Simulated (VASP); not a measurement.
# NaI (F-43m) in VASP: a series of runs

One crystal, NaI, is run at these levels: HSE06, r2SCAN, r2SCAN+D3(BJ); tasks: single point.

All numbers are computed with VASP 6.6.1; they aren't measurements. Logs are shortened: lines on timing, memory, paths and dates and some standing lists are left out, and cuts for length are marked.

### Step 1. Starting point

Symmetry: F-43m, No. 216, cubic system. Conventional cell: a = 7.086 Å, b = 7.086 Å, c = 7.086 Å, α = 90.00°, β = 90.00°, γ = 90.00°. Na (site symmetry -43m) has 4 I at 3.07 Å as nearest neighbours. I (site symmetry -43m) has 4 Na at 3.07 Å as nearest neighbours.

The cell was built by a generator and needn't be a form met in nature.

### Step 2. Single point, HSE06

POSCAR

```
NaI
1.0
    0.0000000000      3.5431916810      3.5431916810
    3.5431916810      0.0000000000      3.5431916810
    3.5431916810      3.5431916810      0.0000000000
Na I
1 1
Direct
    0.0000000000      0.0000000000      0.0000000000
    0.2500000000      0.2500000000      0.2500000000
```

INCAR.step1

```
PREC = Accurate
ENCUT = 520
EDIFF = 1E-5
ISMEAR = 0
SIGMA = 0.01
LREAL = F
LASPH = T
NELM = 100
ALGO = Normal
ISIF = 2
LWAVE = T
GGA = PE
NBANDS = 14
```

INCAR.step2

```
PREC = Accurate
ENCUT = 520
EDIFF = 1E-7
ISMEAR = 0
SIGMA = 0.01
LREAL = F
LASPH = T
NELM = 100
ALGO = Normal
ISIF = 2
LWAVE = F
LCHARG = T
GGA = PE
LHFCALC = T
HFSCREEN = 0.2079
PRECFOCK = Normal
LELF = T
LVHAR = T
ISTART = 1
NBANDS = 14
```

KPOINTS

```
Automatic mesh
0
Gamma
  4 4 4
```

Potentials or basis: VASP PAW PBE potentials, release 64 (Na_pv, I).

The run is started by

```console
> cat potpaw_PBE.64/Na_pv/POTCAR potpaw_PBE.64/I/POTCAR > POTCAR
> cp INCAR.step1 INCAR
> mpirun -np 1 vasp_std > vasp.out
> cp INCAR.step2 INCAR
> mpirun -np 1 vasp_std > vasp.out
```

OUTCAR:

```text
PREC = Accurate
   ENCUT = 520
   EDIFF = 1E-7
   ISMEAR = 0
   LREAL = F
   LASPH = T
   NELM = 100
   ISIF = 2
   GGA = PE
   LHFCALC = T
   HFSCREEN = 0.2079
   PRECFOCK = Normal
   ISTART = 1

 ion  position               nearest neighbor table
   1  0.000  0.000  0.000-   2 3.07   2 3.07   2 3.07   2 3.07
   2  0.250  0.250  0.250-   1 3.07   1 3.07   1 3.07   1 3.07

  LATTYP: Found a face centered cubic cell.
 ALAT       =     7.0863833620

  Lattice vectors:

 A1 = (   0.0000000000,   3.5431916810,   3.5431916810)
 A2 = (   3.5431916810,   0.0000000000,   3.5431916810)
 A3 = (   3.5431916810,   3.5431916810,   0.0000000000)

Analysis of symmetry for initial positions (statically):
=====================================================================
 Subroutine PRICEL returns:
 Original cell was already a primitive cell.

 Routine SETGRP: Setting up the symmetry group for a
 face centered cubic supercell.

 Subroutine GETGRP returns: Found 24 space group operations
 (whereof 24 operations were pure point group operations)
 out of a pool of 48 trial point group operations.

The static configuration has the point symmetry T_d .

Analysis of symmetry for dynamics (positions and initial velocities):
=====================================================================
 Subroutine PRICEL returns:
 Original cell was already a primitive cell.

 Routine SETGRP: Setting up the symmetry group for a
 face centered cubic supercell.

 Subroutine GETGRP returns: Found 24 space group operations
 (whereof 24 operations were pure point group operations)
 out of a pool of 48 trial point group operations.

The dynamic configuration has the point symmetry T_d .

 Subroutine INISYM returns: Found 24 space group operations
 (whereof 24 operations are pure point group operations),
 and found     1 'primitive' translations

----------------------------------------------------------------------------------------

                                     Primitive cell

  volume of cell :      88.9639

  direct lattice vectors                    reciprocal lattice vectors
     0.000000000  3.543191681  3.543191681    -0.141115707  0.141115707  0.141115707
     3.543191681  0.000000000  3.543191681     0.141115707 -0.141115707  0.141115707
     3.543191681  3.543191681  0.000000000     0.141115707  0.141115707 -0.141115707

  length of vectors
     5.010829729  5.010829729  5.010829729     0.244419575  0.244419575  0.244419575

  position of ions in fractional coordinates (direct lattice)
     0.000000000  0.000000000  0.000000000
     0.250000000  0.250000000  0.250000000

  ion indices of the primitive-cell ions
   primitive index   ion index
                 1           1
                 2           2

----------------------------------------------------------------------------------------

 KPOINTS: Automatic mesh

Automatic generation of k-mesh.
 Grid dimensions read from file:
 generate k-points for:    4    4    4

 Generating k-lattice:

  Cartesian coordinates                     Fractional coordinates (reciprocal lattice)
    -0.035278927  0.035278927  0.035278927     0.250000000  0.000000000  0.000000000
     0.035278927 -0.035278927  0.035278927     0.000000000  0.250000000  0.000000000
     0.035278927  0.035278927 -0.035278927     0.000000000  0.000000000  0.250000000

  Length of vectors
     0.061104894  0.061104894  0.061104894

  Shift w.r.t. Gamma in fractional coordinates (k-lattice)
     0.000000000  0.000000000  0.000000000

 Subroutine IBZKPT returns following result:
 ===========================================

 Found      8 irreducible k-points:

 Following reciprocal coordinates:
            Coordinates               Weight
  0.000000  0.000000  0.000000      1.000000
  0.250000  0.000000  0.000000      8.000000
  0.500000  0.000000  0.000000      4.000000
  0.250000  0.250000  0.000000      6.000000
  0.500000  0.250000  0.000000     24.000000
 -0.250000  0.250000  0.000000     12.000000
  0.500000  0.500000  0.000000      3.000000
 -0.250000  0.500000  0.250000      6.000000
   k-points           NKPTS =      8   k-points in BZ     NKDIM =     64   number of bands    NBANDS=     14
   number of dos      NEDOS =    301   number of ions     NIONS =      2
   total plane-waves  NPLWV =  64000
   dimension x,y,z NGX =    40 NGY =   40 NGZ =   40
   dimension x,y,z NGXF=    80 NGYF=   80 NGZF=   80
   ions per type =               1   1
   NGX,Y,Z   is equivalent  to a cutoff of  13.27, 13.27, 13.27 a.u.
   NGXF,Y,Z  is equivalent  to a cutoff of  26.54, 26.54, 26.54 a.u.
 SYSTEM =  unknown system
   PREC   = accura    normal or accurate (medium, high low for compatibility)
   ISTART =      1    job   : 0-new  1-cont  2-samecut
   ICHARG =      0    charge: 1-file 2-atom 10-const
   ISPIN  =      1    spin polarized calculation?
   LNONCOLLINEAR =      F non collinear calculations
   LSORBIT =      F    spin-orbit coupling
   LASPH  =      T    aspherical Exc in radial PAW
   ENCUT  =  520.0 eV  38.22 Ry    6.18 a.u.   9.32  9.32  9.32*2*pi/ulx,y,z
   NELM   =    100;   NELMIN=  2; NELMDL=  0     # of ELM steps
   EDIFF  = 0.1E-06   stopping-criterion for ELM
   LREAL  =      F    real-space projection
   EDIFFG = 0.1E-05   stopping-criterion for IOM
   NSW    =      0    number of steps for IOM
   IBRION =     -1    ionic relax: 0-MD 1-quasi-New 2-CG
   NFREE  =      0    steps in history (QN), initial steepest desc. (CG)
   ISIF   =      2    stress and relaxation
   ISYM   =      3    0-nonsym 1-usesym 2-fastsym
   POTIM  = 0.5000    time-step for ionic-motion
   TEBEG  =    0.0;   TEEND  =   0.0 temperature during run
   PSTRESS=    0.0 pullay stress
   NELECT =      14.0000    total number of electrons
   NUPDOWN=      -1.0000    fix difference up-down
   EMIN   =  10.00;   EMAX   =-10.00  energy-range for DOS
   EFERMI =   0.00;   METHOD = LEGACY
   ISMEAR =     0;   SIGMA  =   0.01  broadening in eV -4-tet -1-fermi 0-gaus
   EFERMI_NEDOS =   21; number of points for ismear=-14 and -15
   IALGO  =     38    algorithm
   IMIX   =      1    mixing-type and parameters
     AMIX     =   0.40;   BMIX     =  1.00
     AMIX_MAG =   1.60;   BMIX_MAG =  1.00
  volume/ion in A,a.u.               =      44.48       300.18
  Fermi-wavevector in a.u.,A,eV,Ry     =   0.883852  1.670238 10.628794  0.781194
  Thomas-Fermi vector in A             =   2.004674
   LORBIT       =      0    0 simple, 1 ext, 2 COOP (PROOUT), +10 PAW based schemes
   GGA     = PE    functional components
   LHFCALC =     T    Hartree Fock is set to
   PRECFOCK=normal    Normal, Fast or Accurate (Low or Medium for compatibility)
   ENCUT4O =  -1.0   cutoff for four orbital integrals eV
   NKREDX  =     1    reduce k-point grid by
   NKREDY  =     1    reduce k-point grid by
   NKREDZ  =     1    reduce k-point grid by
   AEXX    =    0.2500 exact exchange contribution
   HFSCREEN=    0.2079 screening length (either q_TF or 0.3 A-1)
   HFSCREENC=   0.2079 screening length for correlation (either q_TF or 0.3 A-1)
   ENCUTFOCK=  -1.0 apply spherical cutoff to Coloumb kernel
   IVDW    =     0    specifies the selected vdW correction
   LEPSILON=     F    determine dielectric tensor
   LRPA    =     F    only Hartree local field effects (RPA)
 non-spin polarized calculation
 Gauss-broadening in eV      SIGMA  =   0.01
  energy-cutoff  :      520.00
  volume of cell :       88.96
 maximum number of plane-waves:      2421
 NGX is ok and might be reduce to    40
  NGX = 28; NGY = 28; NGZ = 28

 number of electron      14.0000001 magnetization

 Free energy of the ion-electron system (eV)
  ---------------------------------------------------
  ext. energy  EPLUGINS =         0.00000000
  ---------------------------------------------------
  free energy    TOTEN  =        -6.15209533 eV

  energy without entropy =       -6.15209533  energy(sigma->0) =       -6.15209533

 E-fermi :  -1.7477     XC(G=0):  -5.4642

 val. band max:       -1.8474453348   @ k =   0.0000   0.0000   0.0000
 cond. band min:       2.9510778462   @ k =   0.0000   0.0000   0.0000
 fundamental gap:      4.7985231810
 Fermi energy:        -1.7477143031

 k-point     1 :       0.0000    0.0000    0.0000
  band No.  band energies     occupation
      1     -26.2509      2.00000
      2     -26.2509      2.00000
      3     -26.2509      2.00000
      4     -13.1648      2.00000
      5      -1.8474      2.00000
      6      -1.8474      2.00000
      7      -1.8474      2.00000
      8       2.9511      0.00000
      9       7.1628      0.00000
     10       7.1628      0.00000
     11       7.1629      0.00000
     12       8.9999      0.00000
     13       8.9999      0.00000
     14      10.3182      0.00000

 k-point     2 :       0.2500    0.0000    0.0000
  band No.  band energies     occupation
      1     -26.2522      2.00000
      2     -26.2511      2.00000
      3     -26.2511      2.00000
      4     -13.0921      2.00000
      5      -2.5742      2.00000
      6      -1.9208      2.00000
      7      -1.9208      2.00000
      8       4.0311      0.00000
      9       6.6222      0.00000
     10       7.2661      0.00000
     11       7.2661      0.00000
     12       8.6982      0.00000
     13       8.6982      0.00000
     14       9.6253      0.00000
[... 71 lines left out ...]
      1     -26.2537      2.00000
      2     -26.2518      2.00000
      3     -26.2518      2.00000
      4     -12.9691      2.00000
      5      -3.0406      2.00000
      6      -2.2729      2.00000
      7      -2.2729      2.00000
      8       4.2701      0.00000
      9       5.3970      0.00000
     10       8.3474      0.00000
     11       9.7818      0.00000
     12       9.7818      0.00000
     13      10.9994      0.00000
     14      11.2335      0.00000

 k-point     8 :      -0.2500    0.5000    0.2500
  band No.  band energies     occupation
      1     -26.2534      2.00000
      2     -26.2521      2.00000
      3     -26.2518      2.00000
      4     -12.9685      2.00000
      5      -2.7532      2.00000
      6      -2.6223      2.00000
      7      -2.3223      2.00000
      8       5.1708      0.00000
      9       6.6051      0.00000
     10       6.7690      0.00000
     11       7.1373      0.00000
     12      10.1801      0.00000
     13      10.6198      0.00000
     14      11.2367      0.00000

------------------------ aborting loop because EDIFF is reached ----------------------------------------

  FORCE on cell =-STRESS in cart. coord.  units (eV):
  Direction    XX          YY          ZZ          XY          YZ          ZX
  --------------------------------------------------------------------------------------
  -------------------------------------------------------------------------------------
  Total        0.1091451      0.1091451      0.1091451      0.0000000      0.0000000      0.0000000
  in kB        1.9656264      1.9656264      1.9656264      0.0000000      0.0000000      0.0000000
  external PRESSURE =       1.9656264 kB  Pullay stress =       0.0000000 kB

 VOLUME and BASIS-vectors are now :
 -----------------------------------------------------------------------------
  energy-cutoff  :      520.00
  volume of cell :       88.96
      direct lattice vectors                 reciprocal lattice vectors
     0.000000000  3.543191681  3.543191681    -0.141115707  0.141115707  0.141115707
     3.543191681  0.000000000  3.543191681     0.141115707 -0.141115707  0.141115707
     3.543191681  3.543191681  0.000000000     0.141115707  0.141115707 -0.141115707

 POSITION                                       TOTAL-FORCE (eV/Angst)
 -----------------------------------------------------------------------------------
      0.00000      0.00000      0.00000        -0.000000     -0.000000     -0.000000
      1.77160      1.77160      1.77160         0.000000      0.000000      0.000000
 -----------------------------------------------------------------------------------
    total drift:                                0.000003      0.000001      0.000002

  FREE ENERGIE OF THE ION-ELECTRON SYSTEM (eV)
  ---------------------------------------------------
  free  energy   TOTEN  =        -6.1520953333 eV

  energy  without entropy=       -6.1520953333  energy(sigma->0) =       -6.15209533
```

Run time: 5.1 min. Hardware: 1 thread of Intel Xeon 6975P-C (Granite Rapids), shared host; peak memory 0.35 GiB.

What came out:

- Free energy: -6.1521 eV
- Pressure: 0.2 GPa
- Band gap on the k mesh: 4.80 eV, direct

Caveat: the PAW data sets were made with another functional, which shifts forces and pressure a little; spin-orbit coupling is left out, which moves the levels of the heavy elements.

### Step 3. Single point, r2SCAN

POSCAR is that of step 2.

INCAR.step1

```
SYSTEM = NaI
PREC = Accurate ; ENCUT = 520
ISMEAR = 0 ; SIGMA = 0.01
LREAL = .False. ; LASPH = .True.
NELM = 100 ; NBANDS = 14
GGA = PE ; ALGO = Normal
EDIFF = 1E-4 ; LWAVE = .True.
LCHARG = .False.
```

INCAR.step2

```
SYSTEM = NaI
PREC = Accurate ; ENCUT = 520
EDIFF = 1E-7 ; ISMEAR = 0
SIGMA = 0.01 ; LREAL = .False.
LASPH = .True. ; NELM = 100
ALGO = Normal ; ISIF = 2
LWAVE = .False. ; LCHARG = .False.
METAGGA = R2SCAN ; LMIXTAU = .True.
NBANDS = 14 ; ISTART = 1
```

KPOINTS

```
Automatic mesh
0
Gamma
  4 4 4
  0 0 0
```

Potentials or basis: VASP PAW PBE potentials, release 64 (Na_pv, I).

The run is started by

```console
> cat potpaw_PBE.64/Na_pv/POTCAR potpaw_PBE.64/I/POTCAR > POTCAR
> cp INCAR.step1 INCAR
> mpirun -np 1 vasp_std > vasp.out
> cp INCAR.step2 INCAR
> mpirun -np 1 vasp_std > vasp.out
```

Run time: 38 s. Hardware: 1 thread of Intel Xeon 6975P-C (Granite Rapids), shared host; peak memory 0.25 GiB.

The run converged. Its results:

```
Free energy            : -30.9170 eV
Pressure               : -0.1 GPa
Band gap on the k mesh : 4.42 eV, direct
```

Levels at points of the mesh, in eV from the valence-band top:
```
           k point  band 4  band 5  band 6  band 7  band 8  band 9  band 10  band 11
(0.00, 0.00, 0.00)  -10.74    0.00    0.00    0.00    4.42    8.57     8.57     8.57
(0.50, 0.00, 0.00)  -10.60   -1.22   -0.13   -0.13    6.09    8.19     8.24     8.24
(0.50, 0.50, 0.00)  -10.55   -1.12   -0.40   -0.40    5.57    6.85     9.84    11.24
```

Caveat: the PAW data sets were made with another functional, which shifts forces and pressure a little; spin-orbit coupling is left out, which moves the levels of the heavy elements. r2SCAN opens gaps a little over a GGA but as a rule still falls short of measured ones.

### Step 4. Single point, r2SCAN+D3(BJ)

POSCAR is that of step 3.

INCAR.step1

```
SYSTEM = NaI
PREC = Accurate
ENCUT = 520
ISMEAR = 0
SIGMA = 0.01
LREAL = .FALSE.
LASPH = .TRUE.
NELM = 100
NBANDS = 14
GGA = PE
ALGO = Normal
EDIFF = 1E-4
LWAVE = .TRUE.
LCHARG = .FALSE.
```

INCAR.step2

```
SYSTEM = NaI
PREC = Accurate
ENCUT = 520
EDIFF = 1E-6
ISMEAR = 0
SIGMA = 0.01
LREAL = .FALSE.
LASPH = .TRUE.
NELM = 100
ALGO = Normal
ISIF = 2
LWAVE = .FALSE.
LCHARG = .FALSE.
METAGGA = R2SCAN
LMIXTAU = .TRUE.
IVDW = 12
VDW_S6 = 1.0
VDW_S8 = 0.78981345
VDW_A1 = 0.49484001
VDW_A2 = 5.73083694
NBANDS = 14
ISTART = 1
```

KPOINTS

```
Automatic mesh
0
G
  4 4 4
  0 0 0
```

The run is started by

```console
> cat potpaw_PBE.64/Na_pv/POTCAR potpaw_PBE.64/I/POTCAR > POTCAR
> cp INCAR.step1 INCAR
> mpirun -np 1 vasp_std > vasp.out
> cp INCAR.step2 INCAR
> mpirun -np 1 vasp_std > vasp.out
```

Run time: 29 s. Hardware: 1 thread of Intel Xeon 6975P-C (Granite Rapids), shared host; peak memory 0.25 GiB.

It converged, with:

```yaml
Free_energy: -31.1001 eV
Pressure: -0.4 GPa
Band_gap_on_the_k_mesh: 4.42 eV, direct
Dispersion_energy_per_atom: -0.092 eV
```

Levels at points of the mesh, in eV from the valence-band top:
```
           k point  band 5  band 6  band 7  band 8  band 9  band 10
(0.00, 0.00, 0.00)    0.00    0.00    0.00    4.42    8.57     8.57
(0.50, 0.00, 0.00)   -1.22   -0.13   -0.13    6.09    8.19     8.24
(0.50, 0.50, 0.00)   -1.12   -0.40   -0.40    5.57    6.85     9.84
```

Caveat: the PAW data sets were made with another functional, which shifts forces and pressure a little; spin-orbit coupling is left out, which moves the levels of the heavy elements. r2SCAN opens gaps a little over a GGA but as a rule still falls short of measured ones.

### Step 5. The runs side by side

| level | exchange at q = 0 | grid for exact exchange (PRECFOCK) | screening parameter | gap on the mesh (eV) | pressure (GPa) |
| --- | --- | --- | --- | --- | --- |
| HSE06 | truncated | Normal | 0.2079 1/A | 4.80 | 0.2 |
| r2SCAN | - | - | - | 4.42 | -0.1 |
| r2SCAN+D3(BJ) | - | - | - | 4.42 | -0.4 |

Alike in all rows: task single point; potentials or basis VASP PAW PBE potentials, release 64 (Na_pv, I); no spin polarisation; cell as given; k mesh 4 × 4 × 4; cutoff (eV) 520; smearing gaussian 0.01 eV.

On the cell as given the gap runs from 4.42 eV (r2SCAN+D3(BJ)) to 4.80 eV (HSE06). The pressure there spans -0.4 GPa (r2SCAN+D3(BJ)) to 0.2 GPa (HSE06); a positive pressure means that this level wants a larger cell, a negative one a smaller.

Caveats: the PAW data sets were made with another functional, which shifts forces and pressure a little; spin-orbit coupling is left out, which moves the levels of the heavy elements.

Absolute energies hang on the potentials; compare differences alone.
